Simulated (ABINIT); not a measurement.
# BAs (F-43m) in ABINIT: notebook, part 2 of 2

ABINIT 10.8.3 (patched build). The steps go on from the part before.

## Step 3: Single point, PW91

Input file run.abi:

```
# Pseudopotentials
pp_dirpath "./"
pseudos "As.GGA_PBE-JTH.xml, B.GGA_PBE-JTH.xml"

# Structure
acell 3.3778490937 3.3778490937 3.3778490937 Angstrom
rprim
     0.0000000000     0.7071067812     0.7071067812
     0.7071067812     0.0000000000     0.7071067812
     0.7071067812     0.7071067812     0.0000000000
ntypat 2
znucl 33 5
natom 2
typat 1 2
xred
     0.7500000000     0.7500000000     0.7500000000
     0.0000000000     0.0000000000     0.0000000000

# Plane-wave basis
ecut 489.804952 eV
pawecutdg 36.0
pawxcdev 0

# k points
kptopt 1
ngkpt 10 10 10
nshiftk 1
shiftk 0.0 0.0 0.0

# Exchange and correlation
ixc -109134

# Bands and occupations
nband 13
occopt 3
tsmear 0.00183747

# SCF cycle
nstep 100
tolvrs 1.0e-9

# Output
iomode 3
prtwf 0
prtden 0
prteig 0
prtebands 0
```

Potentials or basis: JTH PAW PBE v2.0.

Launch:

```bash
abinit run.abi > log 2>&1
```

run.abo:

```text
.Version 10.8.3 of ABINIT
 Symmetries : space group F-4 3 m (#216); Bravais cF (face-center cubic)
================================================================================
 Values of the parameters that define the memory need of the present run
     intxc =       0    ionmov =       0      iscf =      17    lmnmax =      18
     lnmax =       6     mgfft =      27  mpssoang =       3    mqgrid =    3001
     natom =       2  nloc_mem =       2    nspden =       1   nspinor =       1
    nsppol =       1      nsym =      24    n1xccc =       1    ntypat =       2
    occopt =       3   xclevel =       2
       mpw =         684          nfft =       19683          nkpt =          47
 PAW method is used; the additional fine FFT grid is defined by:
   mgfftf=        36    nfftf =     46656
================================================================================
================================================================================

--------------------------------------------------------------------------------
------------- Echo of variables that govern the present computation ------------
--------------------------------------------------------------------------------
 -outvars: echo values of preprocessed input variables --------
            acell      6.3832096817E+00  6.3832096817E+00  6.3832096817E+00 Bohr
              amu      7.49215900E+01  1.08110000E+01
             ecut      1.80000000E+01 Hartree
              ixc     -109134
         kptrlatt       10    0    0      0   10    0      0    0   10
          kptrlen      6.38320968E+01
            natom           2
            nband          13
            ngfft          27      27      27
          ngfftdg          36      36      36
             nkpt          47
            nstep         100
             nsym          24
           ntypat           2
           occopt           3
        pawecutdg      3.60000000E+01 Hartree
         pawxcdev           0
           prtden           0
        prtebands           0
           prteig           0
            prtwf           0
            rprim      0.0000000000E+00  7.0710678120E-01  7.0710678120E-01
                       7.0710678120E-01  0.0000000000E+00  7.0710678120E-01
                       7.0710678120E-01  7.0710678120E-01  0.0000000000E+00
          spgroup         216
[... 153 lines left out ...]
              =  3.377849093700  3.377849093700  3.377849093700 angstroms
 Fermi (or HOMO) energy (hartree) =   0.27892   Average Vxc (hartree)=  -0.38397
 Eigenvalues (hartree) for nkpt=  47  k points:
 kpt#   1, nband= 13, wtk=  0.00100, kpt=  0.0000  0.0000  0.0000 (reduced coord)
  -1.06027   -1.06027   -1.06027   -1.05956   -1.05956   -0.30831    0.25747    0.25747
   0.25747    0.37838    0.37838    0.37838    0.42765
      occupation numbers for kpt#   1
   2.00000    2.00000    2.00000    2.00000    2.00000    2.00000    1.99998    1.99998
   1.99998    0.00000    0.00000    0.00000    0.00000
 prteigrs : prtvol=0 or 1, do not print more k-points.

--- !EnergyTerms
iteration_state     : {dtset: 1, }
comment             : Components of total free energy in Hartree
kinetic             :  5.70345328967477E+00
hartree             :  3.33218751303950E+01
xc                  : -3.30337726765870E+00
Ewald energy        : -6.34210613324058E+01
psp_core            :  2.70429404356616E+00
local_psp           : -9.02055250850909E+01
PAW spherical_terms : -1.64766089989695E+00
internal            : -1.16848002121416E+02
'-kT*entropy'       : -2.51812552422204E-09
total_energy        : -1.16848002123935E+02
total_energy_eV     : -3.17959611786559E+03
...

--- !EnergyTermsDC
iteration_state     : {dtset: 1, }
comment             : '"Double-counting" decomposition of free energy'
band_energy         : -1.04684776185882E+01
Ewald energy        : -6.34210613324058E+01
psp_core            :  2.70429404356616E+00
xc_dc               : -3.24074368308290E+01
PAW spherical_terms : -1.32553202943154E+01
internal            : -1.16848002032572E+02
'-kT*entropy'       : -2.51812552422204E-09
total_energy_dc     : -1.16848002035090E+02
total_energy_dc_eV  : -3.17959611544802E+03
...

--- !EnergyTermsWithPAWCore
iteration_state     : {dtset: 1, }
comment             : 'Components of total free energy, including PAW core contributions'
Total energy        : -2.28634863330043E+03
Total energy DC     : -2.28634863321159E+03
Total energy (eV)   : -6.22147157537089E+04
Total energy DC (eV): -6.22147157512913E+04
...

 Cartesian components of stress tensor (hartree/bohr^3)
  sigma(1 1)= -8.93236494E-05  sigma(3 2)=  0.00000000E+00
  sigma(2 2)= -8.93236494E-05  sigma(3 1)=  0.00000000E+00
  sigma(3 3)= -8.93236494E-05  sigma(2 1)=  0.00000000E+00

-Cartesian components of stress tensor (GPa)         [Pressure=  2.6280E+00 GPa]
- sigma(1 1)= -2.62799250E+00  sigma(3 2)=  0.00000000E+00
- sigma(2 2)= -2.62799250E+00  sigma(3 1)=  0.00000000E+00
- sigma(3 3)= -2.62799250E+00  sigma(2 1)=  0.00000000E+00

== END DATASET(S) ==============================================================
================================================================================

 -outvars: echo values of variables after computation  --------
            acell      6.3832096817E+00  6.3832096817E+00  6.3832096817E+00 Bohr
           etotal     -1.1684800204E+02
            fcart     -0.0000000000E+00 -0.0000000000E+00 -0.0000000000E+00
                      -0.0000000000E+00 -0.0000000000E+00 -0.0000000000E+00
            rprim      0.0000000000E+00  7.0710678120E-01  7.0710678120E-01
                       7.0710678120E-01  0.0000000000E+00  7.0710678120E-01
                       7.0710678120E-01  7.0710678120E-01  0.0000000000E+00
           strten     -8.9323649434E-05 -8.9323649434E-05 -8.9323649434E-05
                       0.0000000000E+00  0.0000000000E+00  0.0000000000E+00
           xangst      3.5827500000E+00  3.5827500000E+00  3.5827500000E+00
                       0.0000000000E+00  0.0000000000E+00  0.0000000000E+00
             xred      7.5000000000E-01  7.5000000000E-01  7.5000000000E-01
                       0.0000000000E+00  0.0000000000E+00  0.0000000000E+00
 Calculation completed.
```

It took 17 s on 1 thread of Arm Neoverse V2, shared host; peak memory 0.1 GiB.

Results:

* Free energy: -3179.5961 eV
* Pressure: 2.6 GPa
* Band gap on the k mesh: 1.20 eV, indirect (least direct gap 3.29 eV)
* Valence electrons inside the program's atomic spheres: As 12.82; B 1.76

Levels at points of the mesh, in eV from the valence-band top:
```
           k point  band 6  band 7  band 8  band 9  band 10  band 11  band 12  band 13
(0.00, 0.00, 0.00)  -15.40    0.00    0.00    0.00     3.29     3.29     3.29     4.63
(0.50, 0.00, 0.00)  -12.54   -8.76   -1.82   -1.82     2.68     4.81     4.81     8.89
(0.50, 0.50, 0.00)  -11.24   -8.50   -4.06   -4.06     1.46     1.46    11.37    11.37
```

Caveat: the PAW data sets were made with another functional, which shifts forces and pressure a little. A k mesh can miss the band edges.

## Step 4: Single point, WC

Changes to run.abi since step 3:

```diff
@@ -30,3 +30,3 @@
 # Exchange and correlation
-ixc -109134
+ixc 23
```

Launch:

```bash
abinit run.abi > log 2>&1
```

It took 16 s on 1 thread of Arm Neoverse V2, shared host; peak memory 0.1 GiB.

Results (log left out):

- Free energy: -3177.8352 eV
- Pressure: -0.6 GPa
- Band gap on the k mesh: 1.09 eV, indirect (least direct gap 3.25 eV)
- Valence electrons inside the program's atomic spheres: As 12.82; B 1.74

Levels at points of the mesh, in eV from the valence-band top:
```csv
k point,band 6,band 7,band 8,band 9,band 10,band 11,band 12,band 13
"(0.00, 0.00, 0.00)",-15.44,0.00,0.00,0.00,3.25,3.25,3.25,4.62
"(0.50, 0.00, 0.00)",-12.56,-8.81,-1.82,-1.82,2.63,4.76,4.76,8.72
"(0.50, 0.50, 0.00)",-11.26,-8.51,-4.09,-4.09,1.33,1.36,11.35,11.35
```

Caveat: the PAW data sets were made with another functional, which shifts forces and pressure a little. A k mesh can miss the band edges.

## Step 5: Overview

```csv
level,gap on the mesh (eV),pressure (GPa)
revPBE,1.20,4.8
PW91,1.20,2.6
WC,1.09,-0.6
```

Alike in all rows: task single point; potentials or basis JTH PAW PBE v2.0; no spin polarisation; cell as given; k mesh 10 × 10 × 10; cutoff (eV) 490; smearing fermi-dirac 0.05 eV.

On the cell as given the gap runs from 1.09 eV (WC) to 1.20 eV (PW91). The pressure there spans -0.6 GPa (WC) to 4.8 GPa (revPBE); a positive pressure means that this level wants a larger cell, a negative one a smaller.

Caveats: the PAW data sets were made with another functional, which shifts forces and pressure a little.

Total energies depend on the potentials used, so only differences within one code and one set of settings carry meaning.
